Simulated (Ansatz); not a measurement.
Ansatz run on LiH

System: LiH (rock salt type), 2 atoms in the cell.

Ansatz input (lattice in Å, positions in fractions of it)
```yaml
crystal:
  lattice:
    - [0, 2.01, 2.01]
    - [2.01, 0, 2.01]
    - [2.01, 2.01, 0]
  atoms:
    - { symbol: Li, position: [0, 0, 0] }
    - { symbol: H, position: [0.5, 0.5, 0.5] }
kpoints:
  mp_grid: { grid: [6, 6, 6] }
hamiltonian:
  xc: hse06
  pseudopotentials:
    kind: all_electron
    relativity: scalar
    datasets: crystal
    dataset_attempts: all
    nuclear_model: point
scf:
  occupations: { method: fermi_dirac, width: 0.02 }
  convergence: { dr2_threshold: "1e-9 eV" }
  max_iter: 400
  exx: { singularity: regularized }
  lower_state_search: "off"
output:
  forces: true
  stress: true
```

Computed with HSE06, plane waves, all-electron PAW datasets generated for the crystal, point nucleus in Ansatz 0.2.0 development build.

What the run gave

```
Plane-wave cutoff used : 220 eV
Pressure               : -0.92 GPa
Valence electrons      : 4
Irreducible k-points   : 16
CPU time               : roughly 19 core-seconds on a shared host
```

Stress tensor in GPa, compression positive:
```
-0.92  0.00  0.00
 0.00 -0.92  0.00
 0.00  0.00 -0.92
```

The stress includes the program's correction for the finite plane-wave basis.
